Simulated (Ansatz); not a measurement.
Sb in Ansatz: the effect of functional

Sb:

```xyz
1
Lattice="0.0000 2.3553 2.3553 2.3553 0.0000 2.3553 2.3553 2.3553 0.0000" Properties=species:S:1:pos:R:3 pbc="T T T"
Sb    0.0000    0.0000    0.0000
```

This isn't the form of Sb at room conditions, which is rhombohedral.

The cell isn't the ideal one: volume scaled by 0.98.

Alike in all runs:

* Program: Ansatz 0.2.0
* Task: single point
* Potentials or basis: Ansatz PAW
* k mesh: 10 × 10 × 10
* Occupations: fermi-dirac, width 0.05 eV
* Spin: no spin polarisation

**Question.** One run gave: pressure 0.0 GPa. Which functional did it use?
A. PBEsol
B. LDA
C. r2SCAN

**Answer.** A.

| functional | cutoff | pressure (GPa) |
| --- | --- | --- |
| LDA | 420 eV (not typed: the program's choice for these potentials) | -1.1 |
| PBEsol | 420 eV (not typed: the program's choice for these potentials) | 0.0 |
| r2SCAN | 500 eV (not typed: the program's choice for these potentials) | 2.4 |

Caveats: the PAW data sets come from PBE, with cores solved anew for the run's functional, which leaves a small shift of forces and pressure.
